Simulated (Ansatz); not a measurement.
# TiSe: relaxation of cell and atoms with PBEsol+U

Crystal: TiSe.

```
Se Ti
1.0
     3.55900    0.00000    0.00000
    -1.77950    3.08218    0.00000
     0.00000    0.00000    6.22000
Se Ti
2 2
Cartesian
  1.7795 1.0274 4.6650
  0.0000 2.0548 1.5550
  0.0000 0.0000 3.1100
  0.0000 0.0000 0.0000
```

```
Program             : Ansatz 0.2.0
Task                : relaxation of cell and atoms
Functional          : PBEsol
Potentials or basis : Ansatz PAW
Cutoff              : 420 eV (not typed: the program's choice for these potentials)
k mesh              : 9 × 9 × 5
Occupations         : fermi-dirac, width 0.05 eV
Spin                : no spin polarisation
Hubbard terms       : Ti d U = 3 eV
Hubbard projectors  : ortho-atomic (the default)
Double counting     : fll (the default)
```

```
Relaxed volume                         : 16.94 Å³/atom
Relaxed cell                           : a = 3.388 Å, b = 3.388 Å, c = 6.815 Å, α = 90.00°, β = 90.00°, γ = 120.00°
Space group after relaxing (to 0.05 Å) : P6_3/mmc (No. 194)
Energy gained by relaxing              : 67.0 meV/atom
Ionic steps                            : 8
Pressure after relaxing                : 0.0 GPa
Band gap on the k mesh                 : none (metal or under the smearing width)
```

Step by step:
| step | energy change (eV) | largest force (eV/Å) | volume (Å³) |
| --- | --- | --- | --- |
| 1 | 0.0000 | 0.0000 | 68.23 |
| 2 | -0.1794 | 0.0000 | 69.19 |
| 3 | -0.2661 | 0.0000 | 67.74 |
| 4 | -0.2664 | 0.0000 | 67.76 |
| 5 | -0.2665 | 0.0000 | 67.72 |
| 6 | -0.2679 | 0.0000 | 67.72 |
| 7 | -0.2680 | 0.0000 | 67.74 |
| 8 | -0.2680 | 0.0000 | 67.74 |

Final structure:
```yaml
crystal:
  lattice:
    - [3.38787, 0.00000, 0.00000]
    - [-1.69394, 2.93398, 0.00000]
    - [0.00000, 0.00000, 6.81520]
  atoms:
    - { symbol: Se, position: [0.66667, 0.33333, 0.75000] }
    - { symbol: Se, position: [0.33333, 0.66667, 0.25000] }
    - { symbol: Ti, position: [0.00000, 0.00000, 0.50000] }
    - { symbol: Ti, position: [0.00000, 0.00000, 0.00000] }
```

Levels at points of the mesh, in eV from the Fermi level:
```csv
k point,band 26,band 27,band 28,band 29,band 30,band 31
"(0.00, 0.00, 0.00)",-0.94,-0.94,-0.06,-0.06,-0.02,-0.02
```

Eigenvalues of the final occupation matrices:
```
  site  spin  trace               eigenvalues
site 1     1   1.52  0.23 0.23 0.30 0.39 0.39
site 2     1   1.52  0.23 0.23 0.30 0.39 0.39
```

Run time: 48 s on 2 threads of Intel(R) Xeon(R) Platinum 8175M CPU @ 2.50GHz (Skylake/Cascade Lake), with other jobs on the host, peak memory 0.51 GiB.

Caveat: the plane-wave basis is chosen anew once the cell has moved, so the energies of steps on either side of that aren't comparable; U without spin polarisation on a metal has little footing; the PAW data sets come from PBE, with cores solved anew for the run's functional, which leaves a small shift of forces and pressure.
